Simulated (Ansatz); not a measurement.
# 1T-PdSTe monolayer in a perpendicular field, part 2 of 3

Aim: how the 1T-PdSTe monolayer screens a field along its normal, and what the field does to its bands. A positive field points along +c.

Ansatz 0.2.0; plane-wave DFT, PBE-D3(BJ), Ansatz PAW.

So far. Step 2 (Relaxation): The lattice constant a goes from 3.790 to 3.743 Å.

## (3) Single point, field 0, start network

A sawtooth potential applies the field, turning back in the middle of the vacuum. With the dipole correction the typed value is the field outside the slab. The induced dipole is small, so the SCF threshold is tight.

The cell differs from the one that the last finished run ended in (c 35.791 → 20.672 Å).

input.yaml reads:

```yaml
crystal:
  lattice:
    - [3.7429077497, 0.0, 0.0]
    - [-1.8714538748, 3.2414531953, 0.0]
    - [0.0, 0.0, 20.6719542327]
  atoms:
    - { symbol: Te, position: [0.6666666667, 0.3333333333, 0.4353724809] }
    - { symbol: Pd, position: [0.0, 0.0, 0.507048668] }
    - { symbol: S, position: [0.3333333333, 0.6666666667, 0.5646275191] }
kpoints:
  mp_grid: { grid: [12, 12, 1] }
  band_path:
    path: [[0, 0, 0], [0.5, 0, 0], [0.33333333, 0.33333333, 0], [0, 0, 0]]
    npoints: 16
hamiltonian:
  xc: pbe
  dispersion: d3bj
scf:
  occupations: { method: fermi_dirac, width: 0.02585 }
  convergence: { dr2_threshold: 1.0e-10 }
efield:
  axis: 3
  dipole_correction: true
  ramp_position: 0.97
  ramp_width: 0.06
  amplitude: 0
output:
  dos: { projected: true, e_range: [-6, 5] }
  write_potential: true
  write_density: true
  volumetric_format: npy
  elf: true
```

Started as:

```sh
$ ansatz run input.yaml --threads 2 --pin off --max-ram 3072MiB --backend cpu --events-out ev --progress --plain --runs-dir out
```

Numbers of over 12 decimals in the logs are rounded to 6 here.

What it wrote:

```text
[...]
Crystal: 3 atoms, lattice volume = 250.802 Å³
Basis set: ecut = 420 eV, 4929 PW (Γ)
Bands: 24, of which v1, the nominal top of the filled ones, is band 20 counted from 1 (19 counted from 0)
Symmetry: 6 space group operations
[...]
k-points: 19 of 144 (time reversal used)
[...]
SCF iter   1: F=—  HF=-14856.191123 eV  |F-HF|=—  |Δ(HF+E_count)|=         —  Δρ=2.27e-3  dr2=1.78e-2  ethr=1.77e-3  p=-0.104 e·Å  D=-7.49e-2 V/Å  ΔV_dip=1.55 eV  dr2_dipole=3.79e-5  V_vac-E_F(+/−)=5.98/4.43 eV  ⟨swp⟩=10.4  Hψ=2748  notcnv=0
efield: sawtooth ramp at fractional position 0.9700 (set: `efield.ramp_position`, or a place that a band, a saddle search or an elastic batch's reference lends), width 0.0600; the density the first Hamiltonian is built on has a dipole p = -0.104 e·Å; the dipole correction subtracts the counter field D = -7.49e-2 V/Å, which shifts the + side's vacuum level by +1.55 eV against the − side's; the planar-averaged density in the ramp window peaks in size at 8.6e-6 e/Å³
[...]
SCF iter   2: F=—  HF=-14856.192937 eV  |F-HF|=—  |Δ(HF+E_count)|=   1.81e-3  Δρ=2.01e-3  dr2=1.87e-2  ethr=4.44e-5  p=-0.102 e·Å  D=-7.36e-2 V/Å  ΔV_dip=1.52 eV  dr2_dipole=2.99e-4  V_vac-E_F(+/−)=5.99/4.47 eV  ⟨swp⟩=3.7  Hψ=1188  notcnv=0
[...]
SCF iter  12: F=-14856.190707 eV  HF=-14856.190707 eV  |F-HF|=5.64e-11  |Δ(HF+E_count)|=  2.36e-11  Δρ=1.26e-7  dr2=5.75e-11  ethr=1.00e-12  p=-0.101 e·Å  D=-7.28e-2 V/Å  ΔV_dip=1.51 eV  dr2_dipole=1.78e-12  V_vac-E_F(+/−)=5.92/4.41 eV  ⟨swp⟩=1.6  Hψ=1208  notcnv=0
SCF 1 converged in 12 iterations: F = -14856.190707 eV  dr2 = 5.75e-11
[...]
NSCF: frozen V_eff on 49 k-points
efield: sawtooth ramp at fractional position 0.9700 (kept from the solve that this one continues, or follows in the run), width 0.0600; the density the first Hamiltonian is built on has a dipole p = -0.101 e·Å; the dipole correction subtracts the counter field D = -7.28e-2 V/Å, which shifts the + side's vacuum level by +1.51 eV against the − side's; the planar-averaged density in the ramp window peaks in size at 4.4e-6 e/Å³
WARN: The output density's exchange-correlation potential varies sharply where the density is thin. Do not read a vacuum level from v_tot or v_xc, or from such a field of the output density. On a cell that repeats whose density bears no net charge and no dipole along the vacuum's axis use v_es (v_loc + v_h of the components); under efield.dipole_correction with no amplitude use v_es + v_field, which holds any externa [...]
SCF converged after 12 iterations
Free energy (F): -14856.190707 eV
[...]
Internal energy: -14856.190662 eV  (E = F + TS)
E sigma→0 (E₀):  -14856.190684 eV
Entropy (-TS):   -0.000045 eV (-0.015 meV/atom)
Fermi energy:    -0.938660 eV
Dipole field:    D = -0.072805 V/Å  (p = -0.100909 e·Å, saw-weighted, corrected)
Work function:   Φ+ = 5.9178 eV   Φ− = 4.4128 eV
Levels:          The Fermi level and band energies are counted from a zero that moves with the ramp; work functions are not
[...]
--- Band table (eV; the first three rows and the last of 19) ---
  k-point 0: bands = [... 16 lower, -3.0505, -1.7076, -1.0882, -1.0882, 1.1448, 1.1448, 2.8212, 3.9367]
  k-point 1: bands = [... 16 lower, -3.0760, -1.7184, -1.2641, -1.1413, 0.6701, 1.0403, 2.9498, 4.1274]
  k-point 2: bands = [... 16 lower, -3.2375, -1.9843, -1.3396, -1.3331, -0.1932, 0.8457, 3.2758, 4.5105]
  k-point 18: bands = [... 16 lower, -4.2821, -3.3428, -2.9289, -2.5784, -0.7930, 0.3462, 4.5312, 5.6548]
```

Run time: 25 s. Hardware: 2 threads of Intel Xeon at 2.50GHz (Skylake/Cascade Lake), shared host; peak memory 0.55 GiB; 47 s of CPU time.

This step gave:

```
dipole along the normal            : -0.1009 e·Å
gap along the path                 : 0.2952 eV
smallest direct gap along the path : 0.8876 eV
step between the vacuum levels     : 1.505 eV
ionisation energy, upper face      : 6.067 eV
electron affinity, upper face      : 5.772 eV
ionisation energy, lower face      : 4.562 eV
gap, the smaller of path and mesh  : 0.2952 eV
```

Running mean over a fixed 2.7 Å (it still follows the layers) of the planar mean; the ramp of the sawtooth is left out. The electron's electrostatic potential energy less the Fermi level by z:

```
z (Å)  electron's electrostatic potential energy less the Fermi level (eV)
 2.87                                                                 4.41
 3.30                                                                 4.41
 3.73                                                                 4.41
 4.02                                                                 4.41
 4.45                                                                 4.41
 4.88                                                                 4.41
 5.31                                                                 4.40
 5.74                                                                 4.37
 6.03                                                                 4.31
 6.46                                                                 4.10
 6.89                                                                 3.40
 7.32                                                                 2.29
 7.75                                                                 1.54
 8.18                                                                0.456
 8.47                                                               -0.633
 8.90                                                                -2.49
 9.33                                                                -4.38
 9.76                                                                -5.41
10.19                                                                -6.06
10.48                                                                -6.55
10.91                                                                -6.51
11.34                                                                -5.04
11.77                                                                -2.87
12.20                                                               -0.506
12.49                                                                0.908
12.92                                                                 2.81
13.35                                                                 4.43
13.78                                                                 5.48
14.21                                                                 5.80
14.64                                                                 5.89
14.93                                                                 5.90
15.36                                                                 5.91
15.79                                                                 5.92
16.22                                                                 5.92
16.65                                                                 5.92
16.94                                                                 5.92
17.37                                                                 5.92
17.80                                                                 5.92
```

The density of states has structure finer than the step of the table below, so its rows give means over 0.2 eV, whole bins alone (the curve runs from -6 to 2.13 eV). Peaks (eV: height): -5.31: 15.6, -4.98: 13.2, -4.10: 7.60, -3.71: 14.3, -3.63: 7.26, -2.03: 7.26, 1.31: 8.08.

Table of density of states by energy, zero at the Fermi level of the run, which the smearing sets inside the gap; means over each step:

```
energy (eV)  density of states (states/eV a cell)
       -5.8                                  1.31
       -5.6                                  1.77
       -5.4                                  4.16
       -5.2                                  3.29
       -5.0                                  6.86
       -4.8                                  3.47
       -4.6                                  4.55
       -4.4                                  2.89
       -4.2                                  1.59
       -4.0                                  5.27
       -3.8                                  4.86
       -3.6                                  6.41
       -3.4                                  1.81
       -3.2                                  1.66
       -3.0                                  2.11
       -2.8                                  4.12
       -2.6                                  4.12
       -2.4                                  2.49
       -2.2                                  1.90
       -2.0                                  3.86
       -1.8                                  1.96
       -1.6                                  2.01
       -1.4                                  3.63
       -1.2                                  2.74
       -1.0                                  2.25
       -0.8                                  1.93
       -0.6                                  1.69
       -0.4                                  2.43
       -0.2                                 0.651
        0.0                                     0
        0.2                                 0.802
        0.4                                  1.21
        0.6                                  3.58
        0.8                                  1.78
        1.0                                  1.58
        1.2                                  3.13
        1.4                                  3.93
        1.6                                  2.34
        1.8                                 0.734
        2.0                                 0.385
```

Projected DOS per atom over height of the atomic layer and energy from the Fermi level. Layers: Te Pd S from below.

Ten even steps from '0' (0.07 states/eV) to '9' (3.83 states/eV), each cell a mean:
```
000
201
422
101
212
000
002
102
102
213
111
322
231
161
020
091
163
120
251
193
341
100
```
Columns: height of the atomic layer (Å) from 9 to 11.7 (not evenly spaced); rows upwards: energy from the Fermi level (eV) from -5.96 to 2.14.

The electronic bands at the labelled points (eV, zero at the Fermi level of the run, which the smearing sets inside the gap):

```
  point  band 17  band 18  band 19  band 20  band 21  band 22  band 23  band 24
      Γ    -2.11    -0.77    -0.15    -0.15     2.08     2.08     3.76     4.88
halfway    -2.57    -1.47    -0.78    -0.63     0.42     1.66     4.65     5.40
      M    -3.10    -2.55    -1.99    -1.63     1.24     1.65     4.27     5.45
halfway    -3.09    -2.78    -2.00    -1.42     0.61     1.34     5.00     6.70
      K    -3.34    -2.40    -1.99    -1.64     0.15     1.28     5.47     6.59
halfway    -2.69    -1.60    -1.43    -0.45     0.70     0.97     4.92     6.16
      Γ    -2.11    -0.77    -0.15    -0.15     2.08     2.08     3.76     4.88
```

Electrostatic potential energy in the ca plane at fractional y = 0.000, with atoms of Pd within 0.2 Å of it. With pseudopotentials it is smooth inside the atoms' cores, unlike the true potential.

Ten even steps from '0' (-31 eV) to '9' (5 eV), each cell a mean:
```
99999999999999999840000489999999999999999999
99999999999999998872002789999999999999999999
99999999999999988877667899999999999999999999
99999999999999876678888888999999999999999999
99999999999999875578898888999999999999999999
99999999999999876678888888999999999999999999
99999999999999887778778889999999999999999999
99999999999999988875325799999999999999999999
99999999999999999850000589999999999999999999
99999999999999999830000389999999999999999999
```
Columns run along c (16.0 Å, from fractional 0.15 to 0.92 of the cell; values clipped at the 3rd and 97th percentile), rows up along a (3.7 Å). Atoms in or near the plane, at fractional coordinates: Pd at (0.51, 0.00).

Valence density in the ca plane at fractional y = 0.000, with atoms of Pd within 0.2 Å of it. It is the smooth field of the valence electrons, not physical close to the nuclei.

Ten steps, logarithmic in the rise over the least value, from '0' (0 e/Å³) to '9' (13 e/Å³), each cell a mean:
```
00000000000000000001136899631000000000000000
00000000000000000001124676421000000000000000
00000000000000000011222333221100000000000000
00000000000000000112222222222100000000000000
00000000000000000122322111222110000000000000
00000000000000000122222212222110000000000000
00000000000000000012222222221100000000000000
00000000000000000011223455321000000000000000
00000000000000000001125898521000000000000000
00000000000000000000136999731000000000000000
```
Columns run along c (16.0 Å, from fractional 0.08 to 0.86 of the cell), rows up along a (3.7 Å). Atoms in or near the plane, at fractional coordinates: Pd at (0.51, 0.00).

ELF in the ca plane at fractional y = 0.000, with atoms of Pd within 0.2 Å of it. It is the smooth field of the valence electrons, not physical close to the nuclei.

Ten even steps from '0' (0.00) to '9' (0.70), each cell a mean:
```
00000000000000012247667521000000000000000000
00000000000001234435675322100000000000000000
00000000000124677653333455421000000000000000
00000000001357987764224788753100000000000000
00000000001479987665226899974200000000000000
00000000001368987765225899863100000000000000
00000000000246787764323677532000000000000000
00000000000012455544553333210000000000000000
00000000000000123346776421000000000000000000
00000000000000012257548621000000000000000000
```
Columns run along c (16.0 Å, from fractional 0.15 to 0.92 of the cell), rows up along a (3.7 Å). Atoms in or near the plane, at fractional coordinates: Pd at (0.51, 0.00).

The gap is 0.30 eV, with the valence edge 6.07 eV and the conduction edge 5.77 eV under the upper vacuum level. Spin-orbit coupling, left out in this run, matters for the bands of elements this heavy.

## (4) Single point, field 0.1 V/Å

input.yaml: that of step 3 with these lines changed.

```diff
@@ -23,7 +23,6 @@
   dipole_correction: true
-  ramp_position: 0.97
-  ramp_width: 0.06
-  amplitude: 0
+  ramp_position: 0.9274
+  ramp_width: 0.1451
+  amplitude: 0.1
 output:
-  dos: { projected: true, e_range: [-6, 5] }
   write_potential: true
@@ -31,2 +30 @@
   volumetric_format: npy
-  elf: true
```

What it wrote:

```text
[...]
Crystal: 3 atoms, lattice volume = 250.802 Å³
Basis set: ecut = 420 eV, 4929 PW (Γ)
Bands: 24, of which v1, the nominal top of the filled ones, is band 20 counted from 1 (19 counted from 0)
Symmetry: 6 space group operations
[...]
k-points: 19 of 144 (time reversal used)
[...]
--- Band table (eV; the first three rows and the last of 19) ---
  k-point 0: bands = [... 16 lower, -3.0768, -1.7172, -1.1036, -1.1036, 1.1266, 1.1266, 2.6104, 3.7205]
  k-point 1: bands = [... 16 lower, -3.1007, -1.7330, -1.2764, -1.1568, 0.6521, 1.0222, 2.7300, 3.8861]
  k-point 2: bands = [... 16 lower, -3.2583, -2.0054, -1.3552, -1.3439, -0.2108, 0.8277, 3.0459, 4.2510]
  k-point 18: bands = [... 16 lower, -4.2988, -3.3573, -2.9490, -2.5927, -0.8107, 0.3284, 4.4880, 5.5895]
[key lines of the parts left out:]
SCF converged after 13 iterations
Free energy (F): -14856.182322 eV
Fermi energy:    -0.955162 eV
Dipole field:    D = -0.048171 V/Å  (p = -0.066766 e·Å, saw-weighted, corrected)
```

The job ended after 26 s (2 threads; peak memory 0.52 GiB; 50 s of CPU time).

The dipole is -0.0668 e·Å, 0.0341 e·Å from its value without field, and the gap 0.293 eV.

[end of part 2 of 3]

[Logs are printed without paths, hosts, clocks, repeated set-up lines and the standing remarks that a program may print on its own settings, such as how far it seeks lower states.]

[Hosts, paths, dates, database ids (printed as entryN), source tags and the programs' standing remarks are cut or masked in the printed files.]

[Maps of the electrostatic potential energy from Ansatz leave out the sawtooth potential of an applied field or a dipole correction, so their vacuum need not be flat; planar profiles and work functions include it.]

[The density of states shown here was stored with 400 of the rows of the run's finer table, so its peaks can read low, often by over a quarter, or be missed, and its means over a window can be off by a tenth or more.]
